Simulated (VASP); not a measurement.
Crystal: B.

```xyz
1
Lattice="1.8852 0.0000 0.0000 0.0000 1.8852 0.0000 0.0000 0.0000 1.8852" Properties=species:S:1:pos:R:3 pbc="T T T"
B     0.9426    0.9426    0.9426
```

The cell was built by a generator and needn't be a form met in nature.

Base run:

| Property | Result |
| --- | --- |
| Program | VASP 6.6.1 |
| Functional | SCAN |
| Potentials or basis | VASP PAW PBE potentials, release 64 (B) |
| Cutoff | 520 eV |
| k mesh | 14 × 14 × 14 |
| Occupations | fermi-dirac, width 0.05 eV |
| Spin | no spin polarisation |

Its results: pressure -1.1 GPa.

Q: The run is repeated on the same cell with these changes: functional from SCAN to TPSS. What comes out?

A: Pressure -1.7 GPa.

Caveats: the PAW data sets were made with another functional, which shifts forces and pressure a little.

Not every run made on this cell is shown here.
